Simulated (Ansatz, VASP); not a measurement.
Rh in VASP and in Ansatz

```
CELL_PARAMETERS angstrom
-1.56666 1.56666 1.56666
1.56666 -1.56666 1.56666
1.56666 1.56666 -1.56666
ATOMIC_POSITIONS crystal
Rh 0.00000 0.00000 0.00000
```

Alike in both runs: task single point; functional RPBE; k mesh 16 × 16 × 16; occupations fermi-dirac, width 0.1 eV; no spin polarisation.

|  | VASP | Ansatz |
| --- | --- | --- |
| version | VASP 6.6.1 | Ansatz 0.2.0 |
| potentials or method | VASP PAW PBE potentials, release 64 (Rh_pv) | plane waves (420 eV) with PAW, scalar-relativistic |
| plane-wave cutoff (eV) | 520 | 420 |
| valence electrons in the cell | 15 | 17 |

```tsv
	VASP	Ansatz	Ansatz less VASP
pressure (GPa)	-7.4	-7.5	-0.11
```

The functional is the same, so the differences come from potentials, cutoffs and numerics. The two sets of potentials don't hold the same shells in valence.

Caveats: the PAW data sets were made with another functional, which shifts forces and pressure a little (VASP).
